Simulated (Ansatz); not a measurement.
## A series in volume per atom on Li₂Se

Periodic Kohn-Sham DFT of a crystal at fixed atoms; pressure and stress are positive in compression; the energy is the free energy less that of spherical unpolarised free atoms; site moments are those in the method's own spheres, positive along +z. The results are calculated, by Ansatz 0.2.0.

Cell of the first row (space group Fm-3m, No. 225):
```
CELL_PARAMETERS angstrom
0.00000 2.94120 2.94120
2.94120 0.00000 2.94120
2.94120 2.94120 0.00000
ATOMIC_POSITIONS crystal
Li 0.25000 0.25000 0.25000
Li 0.75000 0.75000 0.75000
Se 0.00000 0.00000 0.00000
```

Settings of every row: method all-electron PAW; functional LDA; relativity scalar; k mesh 9x9x9; filling fermi-dirac; smearing width 0.03 eV; nucleus gaussian.

Atom start moment: 0 on all atoms.

| row | volume per atom (Å³) | pressure (GPa) |
| --- | --- | --- |
| 1 | 16.962 | -0.606 |
| 2 | 17.323 | -1.334 |
| 3 | 17.684 | -1.99 |
| 4 | 17.865 | -2.293 |
| 5 | 18.045 | -2.58 |
| 6 | 18.225 | -2.853 |
| 7 | 18.406 | -3.112 |
| 8 | 18.767 | -3.59 |
| 9 | 19.128 | ? |

Question: what pressure should row 9 give?

Worked fit of pressure. Take u = (V_r/V)^(2/3) − 1 with V_r = 17.955 Å³ an atom, which is twice the finite (Eulerian) strain; such expansions in the strain, on which the Birch-Murnaghan equation of state is built, carry the rest volume and the bulk modulus. The shown rows have u = 0.03866, 0.02418, 0.01019, 0.00336, -0.00333, -0.0099, -0.0164, -0.02906. Least squares give pressure = −2.439 + 42.945 × u + 115.24 × u² GPa; a straight line predicts inner rows, each left out in turn, worse (root mean square 0.04 against 0.00072 GPa). The rows lie off it by 0.001, -0.001, -0.001, 0.000, 0.001, 0.000, 0.000, 0.000. The withheld row has u = -0.04131, so the fit gives −2.439 + 42.945 × (-0.04131) + 115.24 × (-0.04131)² = -4.016 GPa.

The calculation gave -4.02 GPa. The fit lies 0.004 GPa (0.12 % of the column's range) above it; its largest miss of a shown row is 0.001 GPa. This row lies beyond the range of the fit.
